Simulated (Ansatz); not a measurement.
**ZrC (PbO type): equation of state**

The task here is to estimate one member of a computed series from the others.

Program: Ansatz 0.2.0. Level of theory: DFT PBE, scalar-relativistic, plane waves, PAW. These are calculated values, not measurements.

2 further runs of the same task are left out: 2 that didn't finish. Runs told in other sessions of the task aren't counted.

**The structure to begin with**

Symmetry: P4/nmm, No. 129, tetragonal system. The conventional cell has a = 4.243 Å, b = 4.243 Å, c = 3.112 Å, α = 90.00°, β = 90.00°, γ = 90.00°. Zr (site symmetry 4mm) is surrounded by 4 C at 2.24 Å. Around C (site symmetry -4m2) lie 4 Zr at 2.24 Å.

As a file:

```cif
data_structure
_symmetry_space_group_name_H-M 'P4/nmm:1'
_symmetry_Int_Tables_number 129
_cell_length_a 4.2426
_cell_length_b 4.2426
_cell_length_c 3.1124
_cell_angle_alpha 90.000
_cell_angle_beta 90.000
_cell_angle_gamma 90.000
_cell_volume 56.02
loop_
_atom_site_label
_atom_site_type_symbol
_atom_site_symmetry_multiplicity
_atom_site_Wyckoff_symbol
_atom_site_fract_x
_atom_site_fract_y
_atom_site_fract_z
_atom_site_occupancy
Zr1 Zr 2 c 0.50000 0.00000 0.22827 1
C1 C 2 a 0.00000 0.00000 0.00000 1
```

An earlier run at PBE left this cell at 14.005 Å³/atom and -0.01 GPa (8×8×12 mesh).

Volume factors to run: 0.980, 1.020, 0.960, 1.040, 1.070, 1.100, 0.945.

Set-up of the first run:

File input.yaml:

```yaml
crystal:
  lattice:
    - [4.2140947546, 0.0, 0.0]
    - [0.0, 4.2140947546, 0.0]
    - [0.0, 0.0, 3.0914698119]
  atoms:
    - { symbol: Zr, position: [0.5, 0.0, 0.2282707802] }
    - { symbol: Zr, position: [0.0, 0.5, 0.7717292198] }
    - { symbol: C, position: [0.0, 0.0, 0.0] }
    - { symbol: C, position: [0.5, 0.5, 0.0] }
basis:
  ecutwfc: 420
  ecutrho_ratio: 4
kpoints:
  mp_grid: { grid: [8, 8, 12] }
hamiltonian:
  xc: pbe
scf:
  occupations: { method: gaussian, width: 0.05 }
output:
  forces: true
  stress: true
  eigenvalues: true
relax:
  f_tol: 0.01
  max_steps: 40
  cell: { stress_tol: 0.1, fix: [volume] }
```

Launch:

```console
> ansatz run input.yaml --threads 2 --pin off --max-ram 2662MiB --backend cpu --events-out ev --progress --plain --runs-dir out
```

Among the steps run: At 0.980 of the relaxed volume; Volume × 1.020; Volume × 0.960; Scaling the volume by 1.040; At 1.070 of the relaxed volume; Volume × 1.100; Scaling the volume by 0.945.

One table of the session follows, with a row left open; its other results are not shown here.

It belongs to the step «The fit». 

```
volume (Å³/atom)  energy (meV/atom)  pressure (GPa)
          13.235              11.15            4.96
          13.445               5.69            3.40
          13.725               1.35            1.58
          14.005               0.00           -0.01
          14.285                  ?               ?
          14.565               4.74           -2.58
          14.986              13.54           -4.07
          15.406              25.83           -5.21
```

Q: Estimate the row for volume (Å³/atom) = 14.285 from the others.

Worked estimate for «energy (meV/atom)». A straight line through the neighbours (14.005, 0.00) and (14.565, 4.74) gives 0.00 + (4.74 − 0.00) × (14.285 − 14.005) / (14.565 − 14.005) = 2.37; a parabola fitted to 4 rows on both sides gives 1.31.

**Answer.** energy (meV/atom): 1.25; pressure (GPa): -1.40. In «energy (meV/atom)» the line misses by +1.12 and the parabola by +0.06.
